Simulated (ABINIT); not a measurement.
BP:

```
P B
1.0
     0.00000    2.26900    2.26900
     2.26900    0.00000    2.26900
     2.26900    2.26900    0.00000
P B
1 1
Direct
  0.75000 0.75000 0.75000
  0.00000 0.00000 0.00000
```

Base run:

```yaml
Program: ABINIT 10.8.3 (patched build)
Functional: PBEsol
Potentials_or_basis: JTH PAW PBE v2.0
Cutoff: 653 eV
k_mesh: 10 × 10 × 10
Occupations: fermi-dirac, width 0.05 eV
Spin: no spin polarisation
```

Its results: band gap on the k mesh 1.13 eV, indirect (least direct gap 3.36 eV); pressure -1.7 GPa.

**Question.** The run is repeated on the same cell with these changes: functional from PBEsol to SCAN. What comes out?

**Answer.** Band gap on the k mesh 1.55 eV, indirect (least direct gap 3.79 eV); pressure -1.6 GPa.

SCAN gives the wider gap, since meta-GGAs in the generalised Kohn-Sham scheme recover part of the derivative discontinuity.

Caveats: the PAW data sets were made with another functional, which shifts forces and pressure a little.

A k mesh can miss the band edges.
